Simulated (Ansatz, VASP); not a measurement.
**SiC: VASP beside Ansatz**

```
CELL_PARAMETERS angstrom
0.00000 2.01604 2.01604
2.01604 0.00000 2.01604
2.01604 2.01604 0.00000
ATOMIC_POSITIONS crystal
C 0.00000 0.00000 0.00000
Si 0.50000 0.50000 0.50000
```

Alike in both runs: task single point; functional PBE; k mesh 18 × 18 × 18; occupations gaussian, width 0.05 eV; no spin polarisation.

|  | VASP | Ansatz |
| --- | --- | --- |
| version | VASP 6.6.1 | Ansatz 0.2.0 |
| potentials or method | VASP PAW PBE potentials, release 64 (C, Si) | scalar-relativistic, plane waves, PAW |
| plane-wave cutoff (eV) | 520 | 420 |
| valence electrons in the cell | 8 | 8 |

```tsv
	VASP	Ansatz	Ansatz less VASP
gap on the k mesh at the Fermi level (eV)	none	none	-
pressure (GPa)	4.9	4.7	-0.18
```

A gap of «none» marks a metal or a gap that the smearing closes.
